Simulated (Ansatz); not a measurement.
**Strain and the gap of SrO (rocksalt)**

SrO in the rocksalt structure, relaxed with r2SCAN in the PAW code Ansatz. It is cubic, Fm-3m (No. 225); conventional cell a = 5.160 Å, 17.17 Å³ an atom. Sr has 6 O at 2.58 Å; O has 6 Sr at 2.58 Å.

The axes x, y and z are those of this cell:
```
CELL_PARAMETERS angstrom
0.00000 2.57989 2.57989
2.57989 0.00000 2.57989
2.57989 2.57989 0.00000
ATOMIC_POSITIONS crystal
Sr 0.00000 0.00000 0.00000
O 0.50000 0.50000 0.50000
```

Unstrained: PBE gives an indirect gap of 3.318 eV, from Γ to X; the least direct gap is 3.403 eV at X. With r2SCAN the valence top lies at Γ and the conduction bottom at X, 3.799 eV higher; the smallest vertical gap, at X, is 3.880 eV. HSE06 gives an indirect gap of 4.794 eV, from Γ to X; the least direct gap is 4.890 eV at X. Meshes: PBE 8×8×8, r2SCAN 8×8×8, HSE06 6×6×6. Strains are changes of length per length. After each strain the atoms were relaxed again with r2SCAN within the symmetry that the strain leaves, so tilts or polar shifts that break it weren't tested; points keep the names that they have in the unstrained zone. Spin-unpolarised throughout; all numbers are computed.

Changes of the least gap in eV (an overlap counts as a negative gap):
```csv
strain,volume change (%),space group,PBE,r2SCAN,HSE06,"energy rise, r2SCAN (meV/atom)"
uniaxial +2.13 % along z,+2.1,I4/mmm,-0.035,-0.038,-0.038,4.1
"epitaxial +2.62 % in the plane normal to [111], free normal strain -1.81 %",+3.4,R-3m,-0.062,-0.064,-0.074,13.0
uniaxial +2.59 % along [111],+2.6,R-3m,-0.015,-0.016,-0.024,6.0
```

Uniaxial +2.13 % along z, other directions held. HSE06: the gap goes from 4.794 to 4.756 eV (-0.038 eV); with r2SCAN the top three valence levels at Γ, degenerate before, become 2+1 from the top over 63 meV. Stress change with r2SCAN, compression positive: xx -0.99, yy -0.99, zz -3.41 GPa.

Epitaxial +2.62 % in the plane normal to [111], free normal strain -1.81 %. HSE06: the gap goes from 4.794 to 4.720 eV (-0.074 eV); with r2SCAN the top three valence levels at Γ, degenerate before, become 1+2 from the top over 92 meV. Stress change with r2SCAN, compression positive: xx -2.99, yy -2.99, zz -2.99, xy +1.50, xz +1.50, yz +1.50 GPa.

Uniaxial +2.59 % along [111], other directions held. HSE06: the gap goes from 4.794 to 4.770 eV (-0.024 eV); with r2SCAN the top three valence levels at Γ, degenerate before, become 2+1 from the top over 58 meV. Stress change with r2SCAN, compression positive: xx -2.29, yy -2.29, zz -2.29, xy -1.00, xz -1.00, yz -1.00 GPa.

The meshes of the hybrids are coarse, so their gaps aren't converged to the digits shown.

The splittings at Γ are without spin-orbit coupling, which regroups them where it is of like size or larger.
